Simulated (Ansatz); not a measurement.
# From the elastic tensor of InP at -0.8 GPa (stress–strain coefficients) to moduli and sound speeds

Level of theory: Ansatz, DFT HSE06, scalar-relativistic, plane waves, PAW. Settings: 420 eV plane-wave cutoff, Γ-centred 10×10×10 mesh, Fermi-Dirac smearing of 0.15 eV. No spin polarisation.

The structure is cubic, space group Fm-3m (No. 225). The conventional cell has a = 5.500 Å, b = 5.500 Å, c = 5.500 Å, α = 90.00°, β = 90.00°, γ = 90.00°. In (site symmetry m-3m) has 6 P at 2.75 Å as nearest neighbours. P (site symmetry m-3m) has 6 In at 2.75 Å as nearest neighbours.

The cell is the ideal cubic rocksalt prototype; this isn't the usual structure of the compound. In a metal, frequencies and elastic constants depend on the k mesh and the smearing, soft modes and shear constants most.

Relaxed-ion constants (GPa, on the Cartesian axes of the calculation):
```
155.2  45.6  45.6   0.0   0.0   0.0
 45.6 155.2  45.6   0.0   0.0   0.0
 45.6  45.6 155.2   0.0   0.0   0.0
  0.0   0.0   0.0  36.7   0.0   0.0
  0.0   0.0   0.0   0.0  36.7   0.0
  0.0   0.0   0.0   0.0   0.0  36.7
```

Density 5.820 g/cm³; 2 atoms in 41.59 Å³.

The values that follow are for a polycrystal of randomly turned grains, by Hill's mean where one number stands.

With S = C⁻¹: B_V = (C11+C22+C33+2(C12+C13+C23))/9, G_V = (C11+C22+C33−C12−C13−C23+3(C44+C55+C66))/15, 1/B_R = S11+S22+S33+2(S12+S13+S23), 15/G_R = 4(S11+S22+S33−S12−S13−S23)+3(S44+S55+S66); Hill is their mean. Then v_l = √((B+4G/3)/ρ), v_t = √(G/ρ), v_m = [(2/v_t³+1/v_l³)/3]^(−1/3) and Θ = (ħ/k_B)·v_m·(6π²n/V)^(1/3) for n atoms in the volume V; E = 9BG/(3B+G), ν = (3B−2G)/(2(3B+G)) and A^U = 5G_V/G_R + B_V/B_R − 6.

```json
{
  "Bulk modulus, Voigt / Reuss / Hill": "82.1 / 82.1 / 82.1 GPa",
  "Shear modulus, Voigt / Reuss / Hill": "44.0 / 42.3 / 43.1 GPa",
  "Young's modulus": "110 GPa",
  "Poisson ratio": "0.277",
  "Pugh ratio B/G": "1.90 (over 1.75, the rule of thumb for ductile)",
  "Universal anisotropy index": "0.20",
  "Longitudinal and transverse sound speeds": "4898 and 2722 m/s",
  "Debye temperature from the mean sound speed": "328 K"
}
```

Cost: 1 run of about 43 core-minutes, on Arm Neoverse V1 (shared hosts).

Rocksalt InP resists axial strain far more than shear: C11 is 155.2 GPa, against 36.7 GPa for C44. The cube axes run along the In–P contacts, so axial strain changes bond lengths directly, whereas C44 shear mainly bends the right angles between them. C44 also lies below half of C11 − C12, which makes ⟨100⟩ the stiffest direction for Young's modulus and ⟨111⟩ the softest, although the overall anisotropy is modest at 0.20.

C12 exceeds C44, a departure from purely central pair forces that the small applied tension doesn't account for. This suggests a many-body contribution from delocalised electrons, as expected if the open tetrahedral sp³ network gives way to metallic six-fold bonding.

The tensor meets the elastic stability conditions for a cubic crystal, so the lattice withstands small homogeneous strains at this volume. That doesn't exclude phonon instabilities at finite wavevector, nor does it make rocksalt competitive with zincblende, the form favoured at ambient pressure.
